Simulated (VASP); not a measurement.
Runs of VASP 6.6.1 on BaS. It takes space group Fm-3m (No. 225, cubic). The conventional cell has a = 6.388 Å, b = 6.388 Å, c = 6.388 Å, α = 90.00°, β = 90.00°, γ = 90.00°. Around Ba (site symmetry m-3m) lie 6 S at 3.19 Å. S (site symmetry m-3m) is surrounded by 6 Ba at 3.19 Å. 

```csv
task,spin,cell,k mesh,cutoff (eV),smearing,k mesh for the DOS,gap on the mesh (eV),pressure (GPa),relaxed volume (Å³/atom)
relaxation of cell and atoms,off,relaxed,8 × 8 × 8,600,gaussian 0.02 eV,-,2.16,0.0,33.65
single point,off,"Fm-3m, 33.21 Å³/atom",8 × 8 × 8,520,gaussian 0.02 eV,-,2.14,0.5,-
single point,off,"Fm-3m, 32.58 Å³/atom",6 × 6 × 6,520,gaussian 0.1 eV,-,2.11,(b),-
single point,off,"Fm-3m, 32.22 Å³/atom",8 × 8 × 8,520,gaussian 0.02 eV,-,2.09,(a),-
single point,"non-collinear, zero start, SOC","Fm-3m, 33.21 Å³/atom",8 × 8 × 8,520,gaussian 0.02 eV,-,-,0.5,-
relaxation of cell and atoms,off,relaxed from: cell and atoms relaxed tightly for response,8 × 8 × 8,600,gaussian 0.01 eV,-,2.16,0.0,33.65
single point,off,cell and atoms relaxed tightly for response,8 × 8 × 8,520,gaussian 0.01 eV,-,2.14,0.5,-
single point,off,"Fm-3m, 30.22 Å³/atom",8 × 8 × 8,520,gaussian 0.02 eV,-,1.96,5.6,-
```

Alike in all rows: level PBE; potentials or basis VASP PAW PBE potentials, release 64 (Ba_sv, S).

**Question.** Estimate the missing entries.

**Answer.** (a) 2.0; (b) 1.4.

Caveats: spin-orbit coupling is left out, which moves the levels of the heavy elements (some runs).

A k mesh can miss the band edges, and rows without SOC leave out spin-orbit coupling on Ba.
